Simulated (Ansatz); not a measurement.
## A series in volume scale on ZnAu

Periodic Kohn-Sham DFT of a crystal at fixed atoms, scaled to volume_scale times the given cell; pressure positive in compression, energy less spherical unpolarised free atoms, largest_vzz the field gradient of largest size among the nuclei. The results are calculated, by Ansatz 0.2.0.

The cell before it is scaled or strained (space group Pm-3m, No. 221):
```
ZnAu
1.0
      3.1470     0.0000     0.0000
      0.0000     3.1470     0.0000
      0.0000     0.0000     3.1470
Zn Au
1 1
Direct
  0.50000 0.50000 0.50000
  0.00000 0.00000 0.00000
```

Settings of every row: method all-electron LAPW; functional PBE; relativity scalar; k mesh 13x13x13; filling fermi-dirac; smearing width 0.05 eV; basis error target 0.5 meV/atom; nucleus gaussian.

Atom start moment: 0 on all atoms.

Limits: no spin-orbit coupling on heavy atoms.

| row | volume scale | V (Å³/atom) | pressure (GPa) | energy less free atoms (eV/atom) |
| --- | --- | --- | --- | --- |
| 1 | 0.9405 | 14.656 | 15.145 | -2.3137 |
| 2 | 0.97 | 15.116 | 9.579 | -2.349 |
| 3 | 1 | 15.583 | ? | ? |
| 4 | 1.03 | 16.051 | 0.959 | -2.3781 |
| 5 | 1.06 | 16.518 | -2.282 | -2.3761 |

Question: what pressure and energy less free atoms should row 3 give?

Worked fit of pressure. Take u = (V_r/V)^(2/3) − 1 with V_r = 15.583 Å³ an atom, which is twice the finite (Eulerian) strain; such expansions in the strain, on which the Birch-Murnaghan equation of state is built, carry the rest volume and the bulk modulus. The shown rows have u = 0.04173, 0.02049, -0.01953, -0.0381. Least squares give pressure = 4.8714 + 215.45 × u + 732.72 × u² GPa; a straight line predicts inner rows, each left out in turn, worse (root mean square 0.67 against 0.038 GPa). The rows lie off it by 0.007, -0.015, 0.016, -0.008 (root mean square 0.012 GPa). The pressure vanishes at u = -0.0247, or V = 16.18 Å³ an atom, and there the bulk modulus at fixed shape and fractions is B = −V dP/dV = (2/3)(1 + u) dP/du = 117 GPa. The withheld row has u = 0, so the fit gives 4.8714 + 215.45 × (0) + 732.72 × (0)² = 4.871 GPa.

The calculation gave 4.869 GPa. The fit lies 0.002 GPa (0.011 % of the column's range) above it; its largest miss of a shown row is 0.016 GPa.

Worked fit of energy less free atoms. Take u = (V_r/V)^(2/3) − 1 with V_r = 15.583 Å³ an atom, which is twice the finite (Eulerian) strain; such expansions in the strain, on which the Birch-Murnaghan equation of state is built, carry the rest volume and the bulk modulus. The shown rows have u = 0.04173, 0.02049, -0.01953, -0.0381. Least squares give energy less free atoms = −2.36984 + 0.7249 × u + 14.804 × u² eV/atom; a straight line predicts inner rows, each left out in turn, worse (root mean square 0.014 against 0.0006 eV/atom). The rows lie off it by 0.0001, -0.0002, 0.0003, -0.0001. Its lowest point lies at u = -0.0245, or V = 16.17 Å³ an atom, and the curvature there gives the bulk modulus at fixed shape and fractions, B = (4/9)(1 + u)² E″(u)/V = 124 GPa. The withheld row has u = 0, so the fit gives −2.36984 + 0.7249 × (0) + 14.804 × (0)² = -2.3698 eV/atom.

The calculation gave -2.3698 eV/atom. The fit meets it to the printed digit.
